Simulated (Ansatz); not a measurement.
# Si (diamond type): how the settings move a single-point run

Aim: see which settings change the result for Si (diamond type), by how much, and at what cost.

Computed with Ansatz 0.2.0 (reference: DFT, PBEsol, PAW with Ansatz's default frozen-core files, scalar-relativistic, unless a step's input says otherwise).

### Step 1. The starting structure

Symmetry: Fd-3m, No. 227, cubic system. The conventional cell has a = 5.434 Å, b = 5.434 Å, c = 5.434 Å, α = 90.00°, β = 90.00°, γ = 90.00°. Si (site symmetry -43m) is surrounded by 4 Si at 2.35 Å.

Coordinates:

```
Si
1.0
     2.71700    2.71700    0.00000
    -2.71700    2.71700    0.00000
     0.00000    0.00000    5.43400
Si
4
Cartesian
  -0.6792 2.0377 2.0377
  2.0377 2.0377 4.7547
  0.6792 0.6792 0.6792
  0.6792 3.3962 3.3962
```

### Step 2. Baseline

input.yaml reads:

```yaml
crystal:
  lattice:
    - [2.7169994271, 2.7169994271, 0.0]
    - [-2.7169994271, 2.7169994271, 0.0]
    - [0.0, 0.0, 5.4339988542]
  atoms:
    - { symbol: Si, position: [0.25, 0.5, 0.375] }
    - { symbol: Si, position: [0.75, 0.0, 0.875] }
    - { symbol: Si, position: [0.25, 0.0, 0.125] }
    - { symbol: Si, position: [0.75, 0.5, 0.625] }
kpoints:
  mp_grid: { grid: [7, 7, 5] }
scf:
  occupations: { method: fermi_dirac, width: 0.02 }
hamiltonian:
  xc: pbesol
  pseudopotentials: { kind: paw }
output:
  forces: true
  stress: true
  eigenvalues: true
```

Started as:

```bash
> ansatz run input.yaml --threads 2 --pin off --max-ram 4096MiB --backend cpu --events-out ev --progress --plain --runs-dir out
```

### Step 3. Changed: xc_grid 3

Changes to input.yaml since step 2:

```diff
@@ -21 +21,3 @@
   eigenvalues: true
+basis:
+  xc_grid: 3
```

Before running it: what results should come out? Wanted: for each run, ending; energy change; pressure; gap; force.

**Answer**, as computed:

| run | ending | energy change | pressure (GPa) | gap (eV) | force (eV/Å) | cycles | time |
| --- | --- | --- | --- | --- | --- | --- | --- |
| reference | converged | 0 | 0.0 | 0.46 | 0.00 | 6 | 0.69 s |
| 1: xc_grid 3 | converged | 0.0 meV/atom | 0.0 | 0.46 | 0.00 | 6 | 0.74 s |

Residual by cycle in the longest SCF loop of each run; runs are numbered as in the table. The quantity is the density residual dr2, in eV.

| cycle | reference | run 1 |
| --- | --- | --- |
| 1 | 0.00709 | 0.00709 |
| 2 | 9.1e-4 | 9.1e-4 |
| 3 | 1.3e-5 | 1.3e-5 |
| 4 | 9.9e-8 | 1.0e-7 |
| 5 | 4.0e-9 | 3.8e-9 |
| 6 | 1.9e-11 | 1.9e-11 |

Changing the numerical grids leaves the energy as it was (0.0 meV/atom).
